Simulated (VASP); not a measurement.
Input of a VASP 6.6.1 run:

The input INCAR:

```
PREC = Accurate
ENCUT = 600
EDIFF = 1E-6
ISMEAR = 0
SIGMA = 0.03
LREAL = F
LASPH = T
NELM = 80
ALGO = Normal
ISIF = 3
LWAVE = F
LCHARG = F
GGA = PS
IBRION = 2
NSW = 90
EDIFFG = -0.01
```

File KPOINTS:

```
Automatic mesh
0
Gamma
  12 12 12
```

Contents of POSCAR:

```
LiF
1.0
    0.0000000000      2.0140000000      2.0140000000
    2.0140000000      0.0000000000      2.0140000000
    2.0140000000      2.0140000000      0.0000000000
Li F
1 1
Direct
    0.0000000000      0.0000000000      0.0000000000
    0.5000000000      0.5000000000      0.5000000000
```

Potentials or basis: VASP PAW PBE potentials, release 64 (Li_sv, F).

Launch:

```console
$ cat potpaw_PBE.64/Li_sv/POTCAR potpaw_PBE.64/F/POTCAR > POTCAR
$ mpirun -np 1 vasp_std > vasp.out
```

(1) What does it give for the band gap on the k mesh?

(2) What does it give for the space group after relaxing (to 0.05 Å)?

Answers

(1) 9.12 eV, direct.

(2) Fm-3m (No. 225).
